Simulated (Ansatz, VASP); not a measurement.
## CdF2 in VASP and in Ansatz

File INCAR:

```
SYSTEM = CdF2
PREC = Accurate ; ENCUT = 600
EDIFF = 1E-6 ; ISMEAR = 0
SIGMA = 0.02 ; LREAL = .FALSE.
LASPH = .TRUE. ; NELM = 80
ALGO = Normal ; ISIF = 3
LWAVE = .FALSE. ; LCHARG = .FALSE.
GGA = PS ; IBRION = 2
NSW = 70 ; EDIFFG = -0.005
```

The input KPOINTS:

```
Automatic mesh
0
G
  8 8 8
  0 0 0
```

POSCAR

```
CdF2
1.0
    0.0000000000      2.7222408727      2.7222408727
    2.7222408727      0.0000000000      2.7222408727
    2.7222408727      2.7222408727      0.0000000000
Cd F
1 2
Direct
    0.0000000000      0.0000000000      0.0000000000
    0.2500000000      0.2500000000      0.2500000000
    0.7500000000      0.7500000000      0.7500000000
```

Input for Ansatz:

```yaml
crystal:
  lattice:
    - [0.0, 2.7222408727, 2.7222408727]
    - [2.7222408727, 0.0, 2.7222408727]
    - [2.7222408727, 2.7222408727, 0.0]
  atoms:
    - { symbol: Cd, position: [0.0, 0.0, 0.0] }
    - { symbol: F, position: [0.25, 0.25, 0.25] }
    - { symbol: F, position: [0.75, 0.75, 0.75] }
basis:
  ecutwfc: 420
kpoints:
  mp_grid: { grid: [8, 8, 8] }
hamiltonian:
  xc: pbesol
scf:
  occupations: { method: gaussian, width: 0.02 }
output:
  forces: true
  stress: true
  eigenvalues: true
relax:
  adjacent_minimum: "off"
  f_tol: 0.005
  max_steps: 50
  cell: { stress_tol: 0.05 }
```

Alike in both runs: task relaxation of cell and atoms; functional PBEsol; k mesh 8 × 8 × 8; occupations gaussian, width 0.02 eV; no spin polarisation.

|  | VASP | Ansatz |
| --- | --- | --- |
| version | VASP 6.6.1 | Ansatz 0.2.0 |
| potentials or method | VASP PAW PBE potentials, release 64 (Cd, F) | scalar-relativistic, plane waves, PAW |
| plane-wave cutoff (eV) | 600 | 420 |
| valence electrons in the cell | 26 | 34 |

|  | VASP | Ansatz | Ansatz less VASP |
| --- | --- | --- | --- |
| gap on the k mesh at the Fermi level, each at its own relaxed structure (eV) | 2.90 | 2.94 | +0.048 |
| relaxed volume (Å³/atom) | 13.07 | 13.01 | -0.067 |
| relaxed cell length with the largest relative difference (Å) | 3.814 | 3.807 | -0.0065 |
| energy change over the relaxation (meV/atom) | -3 | -5 | -1.3 |

The two sets of potentials don't hold the same shells in valence.

Caveats: the PAW data sets were made with another functional, which shifts forces and pressure a little (VASP). PBEsol gaps usually lie below the measured ones, often by a third to a half. A k mesh can miss the band edges.
